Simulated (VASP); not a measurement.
# SiNi3 (Pm-3m) in VASP: a series of runs, part 2 of 2

VASP 6.6.1. The steps go on from the part before.

## Step 4: Relaxation of cell and atoms, PBE

This run uses another cell than the first one, of 10.77 Å³/atom, 1.036 times its volume.

File INCAR:

```
SYSTEM = SiNi3
  PREC = Accurate
  ENCUT = 300
  EDIFF = 1E-7
  ISMEAR = 1
  SIGMA = 0.1
  LREAL = .False.
  LASPH = .True.
  NELM = 80
  ALGO = Normal
  ISIF = 3
  LWAVE = .False.
  LCHARG = .False.
  GGA = PE
  IBRION = 2
  NSW = 90
  EDIFFG = -0.005
```

File KPOINTS:

```
regular mesh
0
Gamma
  5 5 5
  0 0 0
```

File POSCAR:

```
SiNi3                                   
1.0
    3.5053511300      0.0000000000     -0.0000000000
    0.0000000000      3.5053511300     -0.0000000000
    0.0000000000      0.0000000000      3.5053511300
  Si              Ni            
     1     3
Direct
     0.0000000000000000    0.0000000000000000    0.0000000000000000
     0.0000000000000000    0.5000000000000000    0.5000000000000000
     0.5000000000000000    0.0000000000000000    0.5000000000000000
     0.5000000000000000    0.5000000000000000    0.0000000000000000
```

Potentials or basis: VASP PAW PBE potentials, release 64 (Si, Ni).

On the command line:

```bash
cat potpaw_PBE.64/Si/POTCAR potpaw_PBE.64/Ni/POTCAR > POTCAR
mpirun -np 1 vasp_std > vasp.out
```

OUTCAR:

```text
SYSTEM = SiNi3
   PREC = Accurate
   ENCUT = 300
   EDIFF = 1E-7
   ISMEAR = 1
   LREAL = .False.
   LASPH = .True.
   NELM = 80
   ISIF = 3
   GGA = PE
   IBRION = 2
   NSW = 90
   EDIFFG = -0.005

 ion  position               nearest neighbor table
   1  0.000  0.000  0.000-   2 2.48   3 2.48   4 2.48   2 2.48   3 2.48   2 2.48   4 2.48   2 2.48
                             3 2.48   4 2.48   3 2.48   4 2.48
   2  0.000  0.500  0.500-   1 2.48   3 2.48   4 2.48   1 2.48   4 2.48   1 2.48   3 2.48   1 2.48
                             3 2.48   4 2.48   4 2.48   3 2.48
   3  0.500  0.000  0.500-   1 2.48   2 2.48   4 2.48   1 2.48   4 2.48   2 2.48   4 2.48   4 2.48
                             1 2.48   2 2.48   1 2.48   2 2.48
   4  0.500  0.500  0.000-   1 2.48   2 2.48   3 2.48   2 2.48   3 2.48   1 2.48   3 2.48   3 2.48
                             1 2.48   2 2.48   2 2.48   1 2.48

  LATTYP: Found a simple cubic cell.
 ALAT       =     3.5053511300

  Lattice vectors:

 A1 = (   3.5053511300,   0.0000000000,   0.0000000000)
 A2 = (   0.0000000000,   3.5053511300,   0.0000000000)
 A3 = (   0.0000000000,   0.0000000000,   3.5053511300)

Analysis of symmetry for initial positions (statically):
=====================================================================
 Subroutine PRICEL returns:
 Original cell was already a primitive cell.

 Routine SETGRP: Setting up the symmetry group for a
 simple cubic supercell.

 Subroutine GETGRP returns: Found 48 space group operations
 (whereof 48 operations were pure point group operations)
 out of a pool of 48 trial point group operations.

The static configuration has the point symmetry O_h .

Analysis of symmetry for dynamics (positions and initial velocities):
=====================================================================
 Subroutine PRICEL returns:
 Original cell was already a primitive cell.

 Routine SETGRP: Setting up the symmetry group for a
 simple cubic supercell.

 Subroutine GETGRP returns: Found 48 space group operations
 (whereof 48 operations were pure point group operations)
 out of a pool of 48 trial point group operations.

The dynamic configuration has the point symmetry O_h .

 Subroutine INISYM returns: Found 48 space group operations
 (whereof 48 operations are pure point group operations),
 and found     1 'primitive' translations

----------------------------------------------------------------------------------------

                                     Primitive cell

  volume of cell :      43.0720

  direct lattice vectors                    reciprocal lattice vectors
     3.505351130  0.000000000  0.000000000     0.285278126  0.000000000  0.000000000
     0.000000000  3.505351130  0.000000000     0.000000000  0.285278126  0.000000000
     0.000000000  0.000000000  3.505351130     0.000000000  0.000000000  0.285278126

  length of vectors
     3.505351130  3.505351130  3.505351130     0.285278126  0.285278126  0.285278126

  position of ions in fractional coordinates (direct lattice)
     0.000000000  0.000000000  0.000000000
     0.000000000  0.500000000  0.500000000
     0.500000000  0.000000000  0.500000000
     0.500000000  0.500000000  0.000000000

  ion indices of the primitive-cell ions
   primitive index   ion index
                 1           1
                 2           2
                 3           3
                 4           4

----------------------------------------------------------------------------------------

 KPOINTS: regular mesh

Automatic generation of k-mesh.
 Grid dimensions read from file:
 generate k-points for:    5    5    5

 Generating k-lattice:

  Cartesian coordinates                     Fractional coordinates (reciprocal lattice)
     0.057055625  0.000000000  0.000000000     0.200000000  0.000000000  0.000000000
     0.000000000  0.057055625  0.000000000     0.000000000  0.200000000  0.000000000
     0.000000000  0.000000000  0.057055625     0.000000000  0.000000000  0.200000000

  Length of vectors
     0.057055625  0.057055625  0.057055625

  Shift w.r.t. Gamma in fractional coordinates (k-lattice)
     0.000000000  0.000000000  0.000000000

 Subroutine IBZKPT returns following result:
 ===========================================

 Found     10 irreducible k-points:

 Following reciprocal coordinates:
            Coordinates               Weight
  0.000000  0.000000  0.000000      1.000000
  0.200000  0.000000  0.000000      6.000000
  0.400000  0.000000  0.000000      6.000000
  0.200000  0.200000  0.000000     12.000000
  0.400000  0.200000  0.000000     24.000000
  0.400000  0.400000  0.000000     12.000000
  0.200000  0.200000  0.200000      8.000000
  0.400000  0.200000  0.200000     24.000000
  0.400000  0.400000  0.200000     24.000000
  0.400000  0.400000  0.400000      8.000000
   k-points           NKPTS =     10   k-points in BZ     NKDIM =     10   number of bands    NBANDS=     21
   number of dos      NEDOS =    301   number of ions     NIONS =      4
   total plane-waves  NPLWV =   8000
   dimension x,y,z NGX =    20 NGY =   20 NGZ =   20
   dimension x,y,z NGXF=    40 NGYF=   40 NGZF=   40
   ions per type =               1   3
   NGX,Y,Z   is equivalent  to a cutoff of   9.49,  9.49,  9.49 a.u.
   NGXF,Y,Z  is equivalent  to a cutoff of  18.97, 18.97, 18.97 a.u.
 SYSTEM =  SiNi3
   PREC   = accura    normal or accurate (medium, high low for compatibility)
   ISTART =      0    job   : 0-new  1-cont  2-samecut
   ICHARG =      2    charge: 1-file 2-atom 10-const
   ISPIN  =      1    spin polarized calculation?
   LNONCOLLINEAR =      F non collinear calculations
   LSORBIT =      F    spin-orbit coupling
   LASPH  =      T    aspherical Exc in radial PAW
   ENCUT  =  300.0 eV  22.05 Ry    4.70 a.u.   4.95  4.95  4.95*2*pi/ulx,y,z
   NELM   =     80;   NELMIN=  2; NELMDL= -5     # of ELM steps
   EDIFF  = 0.1E-06   stopping-criterion for ELM
   LREAL  =      F    real-space projection
   EDIFFG = -.5E-02   stopping-criterion for IOM
   NSW    =     90    number of steps for IOM
   IBRION =      2    ionic relax: 0-MD 1-quasi-New 2-CG
   NFREE  =      1    steps in history (QN), initial steepest desc. (CG)
   ISIF   =      3    stress and relaxation
   ISYM   =      2    0-nonsym 1-usesym 2-fastsym
   POTIM  = 0.5000    time-step for ionic-motion
   TEBEG  =    0.0;   TEEND  =   0.0 temperature during run
   PSTRESS=    0.0 pullay stress
   NELECT =      34.0000    total number of electrons
   NUPDOWN=      -1.0000    fix difference up-down
   EMIN   =  10.00;   EMAX   =-10.00  energy-range for DOS
   EFERMI =   0.00;   METHOD = LEGACY
   ISMEAR =     1;   SIGMA  =   0.10  broadening in eV -4-tet -1-fermi 0-gaus
   EFERMI_NEDOS =   21; number of points for ismear=-14 and -15
   IALGO  =     38    algorithm
   IMIX   =      4    mixing-type and parameters
     AMIX     =   0.40;   BMIX     =  1.00
     AMIX_MAG =   1.60;   BMIX_MAG =  1.00
  volume/ion in A,a.u.               =      10.77        72.67
  Fermi-wavevector in a.u.,A,eV,Ry     =   1.512991  2.859138 31.145655  2.289141
  Thomas-Fermi vector in A             =   2.622841
   LORBIT       =      0    0 simple, 1 ext, 2 COOP (PROOUT), +10 PAW based schemes
   GGA     = PE    functional components
   LHFCALC =     F    Hartree Fock is set to
   AEXX    =    0.0000 exact exchange contribution
   IVDW    =     0    specifies the selected vdW correction
   LEPSILON=     F    determine dielectric tensor
   LRPA    =     F    only Hartree local field effects (RPA)
 conjugate gradient relaxation of ions
 non-spin polarized calculation
 Methfessel and Paxton  Order N= 1 SIGMA  =   0.10
  energy-cutoff  :      300.00
  volume of cell :       43.07
 maximum number of plane-waves:       513
 NGX is ok and might be reduce to    20
   NGX =  9   NGY =  9   NGZ =  9

--------------------------------------- Ionic step        1  -------------------------------------------

 number of electron      34.0000192 magnetization

 Free energy of the ion-electron system (eV)
  ---------------------------------------------------
  ext. energy  EPLUGINS =         0.00000000
  ---------------------------------------------------
  free energy    TOTEN  =       -23.70246192 eV

  energy without entropy =      -23.70114341  energy(sigma->0) =      -23.70202242

------------------------ aborting loop because EDIFF is reached ----------------------------------------

  FORCE on cell =-STRESS in cart. coord.  units (eV):
  Direction    XX          YY          ZZ          XY          YZ          ZX
  --------------------------------------------------------------------------------------
  -------------------------------------------------------------------------------------
  Total       -0.0449276     -0.0449276     -0.0449276      0.0000000     -0.0000000      0.0000000
  in kB       -1.6712044     -1.6712044     -1.6712044      0.0000000     -0.0000000      0.0000000
  external PRESSURE =      -1.6712044 kB  Pullay stress =       0.0000000 kB
[... 61 lines left out ...]
  energy  without entropy=      -23.7011479461  energy(sigma->0) =      -23.70202320

--------------------------------------- Ionic step        3  -------------------------------------------

 number of electron      34.0000195 magnetization

 Free energy of the ion-electron system (eV)
  ---------------------------------------------------
  ext. energy  EPLUGINS =         0.00000000
  ---------------------------------------------------
  free energy    TOTEN  =       -23.70248044 eV

  energy without entropy =      -23.70116423  energy(sigma->0) =      -23.70204171

 E-fermi :  10.6320     XC(G=0): -13.1102

 val. band max:       10.6058920133   @ k =   0.4000   0.4000   0.4000
 cond. band min:      10.6933082292   @ k =   0.0000   0.0000   0.0000
 fundamental gap:      0.0874162159
 Fermi energy:        10.6319813791

 k-point     1 :       0.0000    0.0000    0.0000
  band No.  band energies     occupation
      1      -1.2554      2.00000
      2       5.7842      2.00000
      3       6.6250      2.00000
      4       6.6250      2.00000
      5       7.1307      2.00000
      6       7.1307      2.00000
[... 260 lines left out ...]
  FREE ENERGIE OF THE ION-ELECTRON SYSTEM (eV)
  ---------------------------------------------------
  free  energy   TOTEN  =       -23.7024804442 eV

  energy  without entropy=      -23.7011642275  energy(sigma->0) =      -23.70204171

 reached required accuracy - stopping structural energy minimisation
```

Run time: 15 s. Hardware: 1 thread of Intel Xeon Platinum 8488C (Sapphire Rapids), shared host; peak memory 0.12 GiB.

These settings aren't checked as converged: the numbers below hold their error.

What came out:

```yaml
Free_energy: -23.7025 eV
Relaxed_volume: 10.76 Å³/atom
Relaxed_cell: a = 3.504 Å, b = 3.504 Å, c = 3.504 Å, α = 90.00°, β = 90.00°, γ = 90.00°
Space_group_after_relaxing_to_0.05_Å: Pm-3m (No. 221)
Energy_gained_by_relaxing: 0.0 meV/atom
Ionic_steps: 3
Band_gap_on_the_k_mesh: none (metal or under the smearing width)
```

Caveat: the cutoff is under 1.25 times the usual one of these potentials, so pressure, stress and relaxed cells hold a basis-set (Pulay) error.

## Step 5: Relaxation of cell and atoms, PBEsol

This run uses another cell than the first one, of 11.11 Å³/atom, 1.069 times its volume.

File INCAR:

```
PREC = Accurate
ENCUT = 600
EDIFF = 1E-6
ISMEAR = 1
SIGMA = 0.1
LREAL = False
LASPH = True
NELM = 80
ALGO = Normal
ISIF = 3
LWAVE = False
LCHARG = False
GGA = PS
IBRION = 2
NSW = 90
EDIFFG = -0.01
```

File KPOINTS:

```
Automatic mesh
0
Gamma
  10 10 10
```

File POSCAR:

```
SiNi3
1.0
    3.5420000000      0.0000000000      0.0000000000
    0.0000000000      3.5420000000      0.0000000000
    0.0000000000      0.0000000000      3.5420000000
Si Ni
1 3
Direct
    0.0000000000      0.0000000000      0.0000000000
    0.0000000000      0.5000000000      0.5000000000
    0.5000000000      0.0000000000      0.5000000000
    0.5000000000      0.5000000000      0.0000000000
```

On the command line:

```bash
cat potpaw_PBE.64/Si/POTCAR potpaw_PBE.64/Ni/POTCAR > POTCAR
mpirun -np 1 vasp_std > vasp.out
```

Wall time 3.2 min (1 thread of Intel Xeon Platinum 8259CL at 2.50GHz (Skylake/Cascade Lake), shared host); peak memory 0.2 GiB.

It converged, with:

- Free energy: -26.2938 eV
- Relaxed volume: 10.36 Å³/atom
- Relaxed cell: a = 3.461 Å, b = 3.461 Å, c = 3.461 Å, α = 90.00°, β = 90.00°, γ = 90.00°
- Space group after relaxing (to 0.05 Å): Pm-3m (No. 221)
- Energy gained by relaxing: 34.9 meV/atom
- Ionic steps: 4
- Pressure after relaxing: 0.1 GPa
- Band gap on the k mesh: none (metal or under the smearing width)

The path:
```csv
step,energy change (eV),largest force (eV/Å),pressure (GPa),volume (Å³)
1,0.0000,0.0000,-14.09,44.44
2,0.0489,0.0000,21.57,38.45
3,-0.1395,0.0000,-0.16,41.50
4,-0.1395,0.0000,0.11,41.45
```

Final structure:
```
Si Ni
1.0
     3.46066    0.00000    0.00000
     0.00000    3.46066    0.00000
     0.00000    0.00000    3.46066
Si Ni
1 3
Direct
  0.00000 0.00000 0.00000
  0.00000 0.50000 0.50000
  0.50000 0.00000 0.50000
  0.50000 0.50000 0.00000
```

Levels at points of the mesh, in eV from the Fermi level:
```
           k point  band 14  band 15  band 16  band 17  band 18  band 19  band 20  band 21
(0.00, 0.00, 0.00)    -0.61    -0.61    -0.27     0.06     0.06     0.06     5.24     6.54
(0.50, 0.00, 0.00)    -1.33    -1.18    -0.54     0.06     3.81     3.81     5.37     5.37
(0.50, 0.50, 0.00)    -1.48    -1.14    -1.04    -0.98     0.73     0.73     5.90     6.56
(0.50, 0.50, 0.50)    -1.29    -1.29    -0.49    -0.19    -0.19    -0.19     1.43     4.21
```

Caveat: the PAW data sets were made with another functional, which shifts forces and pressure a little. Spin polarisation is off, so any magnetic state and its effect on volume and gap are missing.

## Step 6: Relaxation of cell and atoms, PBEsol

This run uses another cell than the first one, of 10.36 Å³/atom, 0.997 times its volume.

Changes to INCAR since step 5:

```diff
@@ -2,3 +2,3 @@
 ENCUT = 600
-EDIFF = 1E-6
+EDIFF = 1E-7
 ISMEAR = 1
@@ -15,2 +15,2 @@
 NSW = 90
-EDIFFG = -0.01
+EDIFFG = -0.005
```

KPOINTS is that of step 5.

File POSCAR:

```
SiNi3                                   
1.0
    3.4606609798     -0.0000000000     -0.0000000000
   -0.0000000000      3.4606609798     -0.0000000000
   -0.0000000000      0.0000000000      3.4606609798
  Si              Ni            
     1     3
Direct
     0.0000000000000000    0.0000000000000000    0.0000000000000000
     0.0000000000000000    0.5000000000000000    0.5000000000000000
     0.5000000000000000    0.0000000000000000    0.5000000000000000
     0.5000000000000000    0.5000000000000000    0.0000000000000000
```

Potentials or basis: VASP PAW PBE potentials, release 64 (Si, Ni).

On the command line:

```bash
cat potpaw_PBE.64/Si/POTCAR potpaw_PBE.64/Ni/POTCAR > POTCAR
mpirun -np 1 vasp_std > vasp.out
```

Wall time 58 s (1 thread of Intel Xeon Platinum 8259CL at 2.50GHz (Skylake/Cascade Lake), shared host); peak memory 0.19 GiB.

The run converged. Its results:

- Free energy: -26.2922 eV
- Pressure after relaxing: 0.1 GPa
- Band gap on the k mesh: none (metal or under the smearing width)

Final structure:
```xyz
4
Lattice="3.4607 0.0000 0.0000 0.0000 3.4607 0.0000 0.0000 0.0000 3.4607" Properties=species:S:1:pos:R:3 pbc="T T T"
Si    0.0000    0.0000    0.0000
Ni    0.0000    1.7303    1.7303
Ni    1.7303    0.0000    1.7303
Ni    1.7303    1.7303    0.0000
```

Levels at points of the mesh, in eV from the Fermi level:
```tsv
k point	band 13	band 14	band 15	band 16	band 17	band 18	band 19	band 20	band 21
(0.00, 0.00, 0.00)	-0.90	-0.61	-0.61	-0.27	0.06	0.06	0.06	5.24	6.54
(0.50, 0.00, 0.00)	-1.36	-1.33	-1.18	-0.54	0.06	3.81	3.81	5.37	5.37
(0.50, 0.50, 0.00)	-1.48	-1.48	-1.14	-1.04	-0.98	0.73	0.73	5.90	6.56
(0.50, 0.50, 0.50)	-1.49	-1.29	-1.29	-0.49	-0.19	-0.19	-0.19	1.43	4.21
```

Caveat: the relaxation stopped at its first step, so nothing moved; the PAW data sets were made with another functional, which shifts forces and pressure a little. Spin polarisation is off, so any magnetic state and its effect on volume and gap are missing.
